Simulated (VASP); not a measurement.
Pb:

```
Pb
1.0
     0.00000    2.47502    2.47502
     2.47502    0.00000    2.47502
     2.47502    2.47502    0.00000
Pb
1
Direct
  0.00000 0.00000 0.00000
```

- Program: VASP 6.6.1
- Task: single point
- Functional: PBE
- Potentials or basis: VASP PAW PBE potentials, release 64 (Pb_d)
- Cutoff: 520 eV
- k mesh: 9 × 9 × 9
- Occupations: fermi-dirac, width 0.05 eV
- Spin: no spin polarisation

On this cell: pressure 2.2 GPa; band gap on the k mesh none (metal or under the smearing width).

The same run follows on a disturbed copy (cell strained at random at fixed volume):

```
Pb
1.0
    -0.00696    2.46968    2.44843
     2.44759   -0.02698    2.46845
     2.45382    2.49594   -0.03322
Pb
1
Direct
  0.98764 0.00709 0.01656
```

Problem. What changes?

Solution. The energy (extrapolated to zero smearing) moves by +2.0 meV/atom; pressure 2.2 GPa; band gap on the k mesh none (metal or under the smearing width).

Stress tensor (GPa, compression positive):
```
 2.43 -0.01  0.18
-0.01  2.04  0.76
 0.18  0.76  2.21
```
